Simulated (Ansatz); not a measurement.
BaTe (rocksalt), relaxed with r2SCAN in Ansatz 0.2.0. It is cubic, Fm-3m (No. 225); conventional cell a = 7.065 Å, 44.08 Å³ an atom. Ba is surrounded by 6 Te at 3.53 Å; Te is surrounded by 6 Ba at 3.53 Å.

The axes x, y and z are those of this cell:
```xyz
2
Lattice="0.0000 3.5324 3.5324 3.5324 0.0000 3.5324 3.5324 3.5324 0.0000" Properties=species:S:1:pos:R:3 pbc="T T T"
Ba    0.0000    0.0000    0.0000
Te    3.5324    3.5324    3.5324
```

Unstrained: With PBE the valence top lies at Γ and the conduction bottom at X, 1.655 eV higher; the smallest vertical gap, at X, is 2.009 eV. With r2SCAN the valence top lies at Γ and the conduction bottom at X, 2.004 eV higher; the smallest vertical gap, at X, is 2.365 eV. With HSE06 the valence top lies at Γ and the conduction bottom at X, 2.347 eV higher; the smallest vertical gap, at X, is 2.752 eV. Meshes: PBE 6×6×6, r2SCAN 6×6×6, HSE06 4×4×4. Strains are changes of length per length. After each strain the atoms were relaxed again with r2SCAN within the symmetry that the strain leaves, so tilts or polar shifts that break it weren't tested; points keep the names that they have in the unstrained zone. The values are computed, spin-unpolarised, and not measurements.

Task: Apply epitaxial +2.0 % in the xy plane, free normal strain -0.56 %. How far does the gap move, against the unstrained cell?

Result: PBE: the gap goes from 1.655 to 1.682 eV (+0.027 eV); with r2SCAN the top three valence levels at Γ, degenerate before, become 1+2 from the top over 50 meV. r2SCAN: the gap goes from 2.004 to 2.024 eV (+0.020 eV). HSE06: the gap goes from 2.347 to 2.380 eV (+0.033 eV). The r2SCAN energy rises by 8.3 meV an atom.

Task: Estimate what uniaxial +2.0 % along z, other directions held does to the gap.

Result: PBE: the gap goes from 1.655 to 1.679 eV (+0.024 eV); with r2SCAN the top three valence levels at Γ, degenerate before, become 2+1 from the top over 38 meV. r2SCAN: the gap goes from 2.004 to 2.025 eV (+0.021 eV). HSE06: the gap goes from 2.347 to 2.374 eV (+0.027 eV). The r2SCAN energy rises by 3.8 meV an atom.

Task: For epitaxial +1.0 % in the plane normal to [111], how far does the free direction move, and what happens to the gap?

Result: The normal strain at zero normal stress is -1.01 %, 1.01 of the in-plane strain with the sign turned. PBE: the gap goes from 1.655 to 1.629 eV (-0.026 eV); with r2SCAN the top three valence levels at Γ, degenerate before, become 1+2 from the top over 66 meV. r2SCAN: the gap goes from 2.004 to 1.976 eV (-0.028 eV). HSE06: the gap goes from 2.347 to 2.319 eV (-0.028 eV).

Task: One strain changed the r2SCAN stress by xx +1.83, yy +1.83, zz +0.03 GPa (compression positive) and the gap by -0.090 eV (PBE), -0.092 eV (r2SCAN), -0.093 eV (HSE06). Which kind of strain was it, and roughly how large?

Result: Epitaxial -2.0 % in the xy plane, free normal strain +0.50 %. The pattern of the stress gives the kind; the size needs the stiffness, so it is an estimate.

Task: Estimate what isotropic +5.0 % on every length does to the gap.

Result: PBE: the gap goes from 1.655 to 1.873 eV (+0.218 eV). r2SCAN: the gap goes from 2.004 to 2.218 eV (+0.214 eV). HSE06: the gap goes from 2.347 to 2.575 eV (+0.228 eV). The r2SCAN energy rises by 81.1 meV an atom.

Spin-orbit coupling is left out, which matters wherever the heavy atoms make up the band edges.

The meshes of the hybrids are coarse, so their gaps aren't converged to the digits shown.

The splittings at Γ are without spin-orbit coupling, which regroups them where it is of like size or larger.
